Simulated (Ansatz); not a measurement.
Crystal: Nb3Sn.

```
Sn Nb
1.0
     5.28210    0.00000    0.00000
     0.00000    5.28210    0.00000
     0.00000    0.00000    5.28210
Sn Nb
2 6
Cartesian
  2.6410 2.6410 2.6410
  0.0000 0.0000 0.0000
  0.0000 2.6410 1.3205
  0.0000 2.6410 3.9616
  2.6410 1.3205 0.0000
  3.9616 0.0000 2.6410
  2.6410 3.9616 0.0000
  1.3205 0.0000 2.6410
```

Program: Ansatz 0.2.0. Alike in all runs: task band structure; potentials or basis Ansatz PAW; no spin polarisation; cell as given; k mesh 5 × 5 × 5; smearing fermi-dirac 0.05 eV.

Order these runs on this cell by their pressure, lowest first.
A. level PBEsol; cutoff (eV) 420
B. level r2SCAN; cutoff (eV) 500
C. level BLYP; cutoff (eV) 420
D. level LDA; cutoff (eV) 420
E. level revPBE; cutoff (eV) 420

D (-5.9 GPa), A (-2.2 GPa), B (2.2 GPa), E (5.7 GPa), C (10.4 GPa).

Caveats: the PAW data sets come from PBE, with cores solved anew for the run's functional, which leaves a small shift of forces and pressure.

Runs at the PBE level aren't shown here.
